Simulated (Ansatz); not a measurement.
C (Fd-3m), symmetry broken, then relaxed

Computed with DFT PBE, scalar-relativistic, plane waves, PAW in Ansatz. Settings: plane waves to 420 eV, k-mesh 12×12×10 (Γ-centred), Gaussian smearing 0.05 eV. No spin polarisation. Energies are free energies at this smearing, counted from the undisturbed cell; pressure is positive in compression.

Zero of the scan (relaxed at this level):

```yaml
crystal:
  lattice:
    - [0.00000, -1.78574, -1.78574]
    - [-1.78574, 0.00000, -1.78574]
    - [1.78574, 1.78574, -3.57148]
  atoms:
    - { symbol: C, position: [0.75000, 0.75000, 0.75000] }
    - { symbol: C, position: [0.25000, 0.25000, 0.25000] }
    - { symbol: C, position: [0.37500, 0.37500, 0.87500] }
    - { symbol: C, position: [0.87500, 0.87500, 0.37500] }
```

The atoms are displaced (Å, in the unstrained cell):

```csv
atom,ux,uy,uz
C1,0.033,0.029,0.012
C2,-0.052,0.066,-0.046
C3,0.004,-0.086,0.045
C4,0.015,-0.009,-0.010
```

Cell and atoms are then relaxed.

Q: Does the relaxation return to the undisturbed structure?

A: Yes (up to a choice of domain or origin): same space group and volume, and an energy 0.0 meV/atom from it. The disturbance itself cost 142.0 meV/atom. The final space group reads Fd-3m (tolerance 0.05 Å) and the volume changes by 0.00 %.

Final structure:

```
CELL_PARAMETERS angstrom
0.00001 -1.78574 -1.78575
-1.78576 0.00001 -1.78576
1.78577 1.78576 -3.57153
ATOMIC_POSITIONS crystal
C 0.75000 0.75000 0.75000
C 0.25000 0.25000 0.25000
C 0.37500 0.37500 0.87500
C 0.87500 0.87500 0.37500
```

The relaxation, step by step (energy from the first step; small jumps at an unchanged geometry come where the plane waves are selected anew for the new cell):

```
step  ΔE (meV/atom) largest force component (eV/Å) pressure (GPa)
   1            0.0                           4.799            5.27
   2          -99.8                           1.422           -0.84
   3         -137.6                           0.014           11.96
   4         -141.8                           0.004           -1.15
   5         -142.0                           0.000            0.02
   6         -142.0                           0.001            0.03
```